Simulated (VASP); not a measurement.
# Zr2C (P6/mmm) in VASP: reference runs

How does Zr2C come out in PBE? The cell is run as given.

Everything below comes from runs of VASP 6.6.1. Logs are shortened: lines on timing, memory, paths and dates and some standing lists are left out, and cuts for length are marked.

## Step 1: Starting point

The structure is hexagonal, space group P6/mmm (No. 191). The conventional cell has a = 4.541 Å, b = 4.541 Å, c = 2.756 Å, α = 90.00°, β = 90.00°, γ = 120.00°. Zr (site symmetry -6m2) is surrounded by 5 Zr at 2.62 to 2.76 Å and 6 C at 2.96 Å. C (site symmetry 6/mmm) is surrounded by 2 C at 2.76 Å and 12 Zr at 2.96 Å.

The cell was built by a generator and needn't be a form met in nature.

## Step 2: Single point, PBE

INCAR

```
SYSTEM = Zr2C
PREC = Accurate ; ENCUT = 520
EDIFF = 1E-7 ; ISMEAR = -1
SIGMA = 0.05 ; LREAL = .False.
LASPH = .True. ; NELM = 60
ALGO = Normal ; ISIF = 2
LWAVE = .False. ; LCHARG = .False.
GGA = PE ; NBANDS = 21
```

KPOINTS

```
Automatic mesh
0
Gamma
  7 7 10
  0 0 0
```

POSCAR

```
Zr2C
1.0
    4.5413600000      0.0000000000      0.0000000000
   -2.2706800000      3.9329300000      0.0000000000
    0.0000000000      0.0000000000      2.7564600000
Zr C
2 1
Direct
    0.3333300000      0.6666700000      0.0000000000
    0.6666700000      0.3333300000      0.0000000000
    0.0000000000      0.0000000000      0.5000000000
```

Potentials or basis: VASP PAW PBE potentials, release 64 (Zr_sv, C).

Started as:

```console
$ cat potpaw_PBE.64/Zr_sv/POTCAR potpaw_PBE.64/C/POTCAR > POTCAR
$ mpirun -np 1 vasp_std > vasp.out
```

OUTCAR:

```text
SYSTEM = Zr2C
   PREC = Accurate
   ENCUT = 520
   EDIFF = 1E-7
   ISMEAR = -1
   LREAL = .False.
   LASPH = .True.
   NELM = 60
   ISIF = 2
   GGA = PE

 ion  position               nearest neighbor table
   1  0.333  0.667  0.000-   2 2.62   2 2.62   2 2.62   3 2.96   3 2.96   3 2.96   3 2.96   3 2.96
                             3 2.96   2 3.80   2 3.80   2 3.80   2 3.80   2 3.80   2 3.80
   2  0.667  0.333  0.000-   1 2.62   1 2.62   1 2.62   3 2.96   3 2.96   3 2.96   3 2.96   3 2.96
                             3 2.96   1 3.80   1 3.80   1 3.80   1 3.80   1 3.80   1 3.80
   3  0.000  0.000  0.500-   1 2.96   2 2.96   1 2.96   2 2.96   1 2.96   1 2.96   2 2.96   2 2.96
                             2 2.96   2 2.96   1 2.96   1 2.96

  LATTYP: Found a hexagonal cell.
 ALAT       =     4.5413600000
 C/A-ratio  =     0.6069679567

  Lattice vectors:

 A1 = (   4.5413600000,   0.0000000000,   0.0000000000)
 A2 = (  -2.2706800000,   3.9329300000,   0.0000000000)
 A3 = (   0.0000000000,   0.0000000000,   2.7564600000)

Analysis of symmetry for initial positions (statically):
=====================================================================
 Subroutine PRICEL returns:
 Original cell was already a primitive cell.

 Routine SETGRP: Setting up the symmetry group for a
 hexagonal supercell.

 Subroutine GETGRP returns: Found  8 space group operations
 (whereof  8 operations were pure point group operations)
 out of a pool of 24 trial point group operations.

The static configuration has the point symmetry D_2h.

Analysis of symmetry for dynamics (positions and initial velocities):
=====================================================================
 Subroutine PRICEL returns:
 Original cell was already a primitive cell.

 Routine SETGRP: Setting up the symmetry group for a
 hexagonal supercell.

 Subroutine GETGRP returns: Found  8 space group operations
 (whereof  8 operations were pure point group operations)
 out of a pool of 24 trial point group operations.

The dynamic configuration has the point symmetry D_2h.

 Subroutine INISYM returns: Found  8 space group operations
 (whereof  8 operations are pure point group operations),
 and found     1 'primitive' translations

----------------------------------------------------------------------------------------

                                     Primitive cell

  volume of cell :      49.2327

  direct lattice vectors                    reciprocal lattice vectors
     4.541360000  0.000000000  0.000000000     0.220198355  0.127131680  0.000000000
    -2.270680000  3.932930000  0.000000000     0.000000000  0.254263361  0.000000000
     0.000000000  0.000000000  2.756460000     0.000000000  0.000000000  0.362784151

  length of vectors
     4.541360000  4.541357291  2.756460000     0.254263209  0.254263361  0.362784151

  position of ions in fractional coordinates (direct lattice)
     0.333330000  0.666670000  0.000000000
     0.666670000  0.333330000  0.000000000
     0.000000000  0.000000000  0.500000000

  ion indices of the primitive-cell ions
   primitive index   ion index
                 1           1
                 2           2
                 3           3

----------------------------------------------------------------------------------------

 KPOINTS: Automatic mesh

Automatic generation of k-mesh.
 Grid dimensions read from file:
 generate k-points for:    7    7   10

 Generating k-lattice:

  Cartesian coordinates                     Fractional coordinates (reciprocal lattice)
     0.031456908  0.018161669  0.000000000     0.142857143  0.000000000  0.000000000
     0.000000000  0.036323337  0.000000000     0.000000000  0.142857143  0.000000000
     0.000000000  0.000000000  0.036278415     0.000000000  0.000000000  0.100000000

  Length of vectors
     0.036323316  0.036323337  0.036278415

  Shift w.r.t. Gamma in fractional coordinates (k-lattice)
     0.000000000  0.000000000  0.000000000

 Subroutine IBZKPT returns following result:
 ===========================================

 Found     96 irreducible k-points:

 Following reciprocal coordinates:
            Coordinates               Weight
  0.000000  0.000000  0.000000      1.000000
  0.142857 -0.000000  0.000000      4.000000
 -0.142857  0.142857  0.000000      2.000000
  0.285714  0.000000  0.000000      4.000000
 -0.285714  0.285714  0.000000      2.000000
  0.428571 -0.000000  0.000000      4.000000
[... 16 lines left out ...]
 -0.428571  0.428571  0.100000      4.000000
  0.142857  0.142857  0.100000      4.000000
 [... further k-points ...]
   k-points           NKPTS =     96   k-points in BZ     NKDIM =     96   number of bands    NBANDS=     21
   number of dos      NEDOS =    301   number of ions     NIONS =      3
   total plane-waves  NPLWV =  31104
   dimension x,y,z NGX =    36 NGY =   36 NGZ =   24
   dimension x,y,z NGXF=    72 NGYF=   72 NGZF=   48
   ions per type =               2   1
   NGX,Y,Z   is equivalent  to a cutoff of  13.18, 13.18, 14.47 a.u.
   NGXF,Y,Z  is equivalent  to a cutoff of  26.36, 26.36, 28.95 a.u.
 SYSTEM =  Zr2C
   PREC   = accura    normal or accurate (medium, high low for compatibility)
   ISTART =      0    job   : 0-new  1-cont  2-samecut
   ICHARG =      2    charge: 1-file 2-atom 10-const
   ISPIN  =      1    spin polarized calculation?
   LNONCOLLINEAR =      F non collinear calculations
   LSORBIT =      F    spin-orbit coupling
   LASPH  =      T    aspherical Exc in radial PAW
   ENCUT  =  520.0 eV  38.22 Ry    6.18 a.u.   8.44  8.44  5.13*2*pi/ulx,y,z
   NELM   =     60;   NELMIN=  2; NELMDL= -5     # of ELM steps
   EDIFF  = 0.1E-06   stopping-criterion for ELM
   LREAL  =      F    real-space projection
   EDIFFG = 0.1E-05   stopping-criterion for IOM
   NSW    =      0    number of steps for IOM
   IBRION =     -1    ionic relax: 0-MD 1-quasi-New 2-CG
   NFREE  =      0    steps in history (QN), initial steepest desc. (CG)
   ISIF   =      2    stress and relaxation
   ISYM   =      2    0-nonsym 1-usesym 2-fastsym
   POTIM  = 0.5000    time-step for ionic-motion
   TEBEG  =    0.0;   TEEND  =   0.0 temperature during run
   PSTRESS=    0.0 pullay stress
   NELECT =      28.0000    total number of electrons
   NUPDOWN=      -1.0000    fix difference up-down
   EMIN   =  10.00;   EMAX   =-10.00  energy-range for DOS
   EFERMI =   0.00;   METHOD = LEGACY
   ISMEAR =    -1;   SIGMA  =   0.05  broadening in eV -4-tet -1-fermi 0-gaus
   EFERMI_NEDOS =   21; number of points for ismear=-14 and -15
   IALGO  =     38    algorithm
   IMIX   =      4    mixing-type and parameters
     AMIX     =   0.40;   BMIX     =  1.00
     AMIX_MAG =   1.60;   BMIX_MAG =  1.00
  volume/ion in A,a.u.               =      16.41       110.75
  Fermi-wavevector in a.u.,A,eV,Ry     =   1.356364  2.563156 25.030952  1.839723
  Thomas-Fermi vector in A             =   2.483373
   LORBIT       =      0    0 simple, 1 ext, 2 COOP (PROOUT), +10 PAW based schemes
   GGA     = PE    functional components
   LHFCALC =     F    Hartree Fock is set to
   AEXX    =    0.0000 exact exchange contribution
   IVDW    =     0    specifies the selected vdW correction
   LEPSILON=     F    determine dielectric tensor
   LRPA    =     F    only Hartree local field effects (RPA)
 non-spin polarized calculation
  energy-cutoff  :      520.00
  volume of cell :       49.23
 maximum number of plane-waves:      1354
 NGX is ok and might be reduce to    36
   NGX = 17   NGY = 17   NGZ = 11

 number of electron      28.0000000 magnetization

 Free energy of the ion-electron system (eV)
  ---------------------------------------------------
  ext. energy  EPLUGINS =         0.00000000
  ---------------------------------------------------
  free energy    TOTEN  =       -20.95512927 eV

  energy without entropy =      -20.92330036  energy(sigma->0) =      -20.93921481

 E-fermi :   9.5476     XC(G=0): -11.6606

 val. band max:        9.5368907321   @ k =   0.4286   0.4286   0.3000
 cond. band min:       9.5521048495   @ k =   0.4286   0.4286   0.2000
 fundamental gap:      0.0152141175
 Fermi energy:         9.5476101225

 k-point     1 :       0.0000    0.0000    0.0000
  band No.  band energies     occupation
      1     -39.3673      2.00000
      2     -38.7431      2.00000
      3     -18.1433      2.00000
      4     -18.1431      2.00000
      5     -16.4268      2.00000
      6     -16.4266      2.00000
[... 13 lines left out ...]
     20      14.3289      0.00000
     21      14.3289      0.00000

 k-point     2 :       0.1429   -0.0000    0.0000
  band No.  band energies     occupation
      1     -39.3413      2.00000
      2     -38.7719      2.00000
      3     -18.1759      2.00000
      4     -18.0847      2.00000
      5     -16.4884      2.00000
      6     -16.3847      2.00000
[... 13 lines left out ...]
     20      14.0274      0.00000
     21      14.2539      0.00000

 k-point     3 :      -0.1429    0.1429    0.0000
  band No.  band energies     occupation
      1     -39.3413      2.00000
      2     -38.7719      2.00000
      3     -18.1760      2.00000
      4     -18.0846      2.00000
      5     -16.4886      2.00000
      6     -16.3845      2.00000
[... 13 lines left out ...]
     20      14.0274      0.00000
     21      14.2537      0.00000
[... 457 lines left out ...]
 k-point    23 :      -0.4286    0.4286    0.1000
  band No.  band energies     occupation
      1     -39.1617      2.00000
      2     -38.9168      2.00000
      3     -18.2691      2.00000
      4     -17.7633      2.00000
      5     -16.7762      2.00000
      6     -16.4407      2.00000
[... 13 lines left out ...]
     20      13.5036      0.00000
     21      14.3057      0.00000

 k-point    24 :       0.1429    0.1429    0.1000
  band No.  band energies     occupation
      1     -39.2688      2.00000
      2     -38.8029      2.00000
      3     -18.2114      2.00000
      4     -17.9402      2.00000
      5     -16.5962      2.00000
      6     -16.5175      2.00000
[... 13 lines left out ...]
     20      13.4589      0.00000
     21      14.6842      0.00000

 [... further k-points ...]

------------------------ aborting loop because EDIFF is reached ----------------------------------------

  FORCE on cell =-STRESS in cart. coord.  units (eV):
  Direction    XX          YY          ZZ          XY          YZ          ZX
  --------------------------------------------------------------------------------------
  -------------------------------------------------------------------------------------
  Total        0.1636979      0.1644554      0.0617053      0.0006563      0.0000000      0.0000000
  in kB        5.3272089      5.3518609      2.0080701      0.0213566      0.0000000      0.0000000
  external PRESSURE =       4.2290466 kB  Pullay stress =       0.0000000 kB

 VOLUME and BASIS-vectors are now :
 -----------------------------------------------------------------------------
  energy-cutoff  :      520.00
  volume of cell :       49.23
      direct lattice vectors                 reciprocal lattice vectors
     4.541360000  0.000000000  0.000000000     0.220198355  0.127131680  0.000000000
    -2.270680000  3.932930000  0.000000000     0.000000000  0.254263361  0.000000000
     0.000000000  0.000000000  2.756460000     0.000000000  0.000000000  0.362784151

 POSITION                                       TOTAL-FORCE (eV/Angst)
 -----------------------------------------------------------------------------------
     -0.00002      2.62197      0.00000        -0.000106      0.000061      0.000000
      2.27070      1.31096      0.00000         0.000106     -0.000061      0.000000
      0.00000      0.00000      1.37823         0.000000      0.000000      0.000000
 -----------------------------------------------------------------------------------
    total drift:                                0.000000      0.000000      0.000000

  FREE ENERGIE OF THE ION-ELECTRON SYSTEM (eV)
  ---------------------------------------------------
  free  energy   TOTEN  =       -20.9551292672 eV

  energy  without entropy=      -20.9233003619  energy(sigma->0) =      -20.93921481
```

Wall time 89 s (1 thread of Intel Xeon Platinum 8375C at 2.90GHz (Ice Lake), shared host); peak memory 0.24 GiB.

Results:

```yaml
Free_energy: -20.9551 eV
Pressure: 0.4 GPa
Band_gap_on_the_k_mesh: none (metal or under the smearing width)
```
